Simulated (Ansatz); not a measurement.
BaS: the change of smallest direct gap on path with volume per atom

Periodic Kohn-Sham DFT of a crystal at fixed atoms; Kohn-Sham levels at symmetry points; band -1 is the highest filled and +1 the lowest empty one at that point, spin up along a +z start moment. The results are calculated, by Ansatz 0.2.0.

Cell of the first row (space group Fm-3m, No. 225):
```
BaS
1.0
      0.0000     3.1286     3.1286
      3.1286     0.0000     3.1286
      3.1286     3.1286     0.0000
Ba S
1 1
Direct
  0.00000 0.00000 0.00000
  0.50000 0.50000 0.50000
```

Settings of every row: method all-electron LAPW; functional LDA; relativity scalar; k mesh 7x7x7; filling fermi-dirac; smearing width 0.01 eV; basis error target 0.25 meV/atom; nucleus gaussian.

Atom start moment: 0 on all atoms.

Limits: no spin-orbit coupling on heavy atoms; semilocal functionals tend to give too small a gap.

```
row  volume per atom (Å³)  smallest direct gap on path (eV)  band gap (eV)
  1                30.622                             1.967          1.902
  2                31.273                             2.021           1.94
  3                31.925                                 ?              ?
  4                32.251                             2.094          1.992
  5                32.576                             2.116          2.007
  6                32.902                             2.137          2.022
  7                33.228                             2.158          2.037
  8                33.879                             2.195          2.064
  9                34.531                             2.229          2.088
```

Question: what smallest direct gap on path should row 3 give?

Worked fit of smallest direct gap on path. Take t = volume per atom − 33, in Å³. The shown rows have t = -2.378, -1.727, -0.749, -0.424, -0.098, 0.228, 0.879, 1.531. Least squares give smallest direct gap on path = 2.1436 + 0.06293 × t − 0.00474 × t² eV; a straight line predicts inner rows, each left out in turn, worse (root mean square 0.0059 against 0.00034 eV). All shown rows lie on it to the printed digit. The withheld row has t = -1.075, so the fit gives 2.1436 + 0.06293 × (-1.075) − 0.00474 × (-1.075)² = 2.070 eV.

The calculation gave 2.071 eV. The fit lies 0.001 eV (0.38 % of the column's range) below it, one unit of the last digit.

The other values of row 3: band gap 1.975 eV.
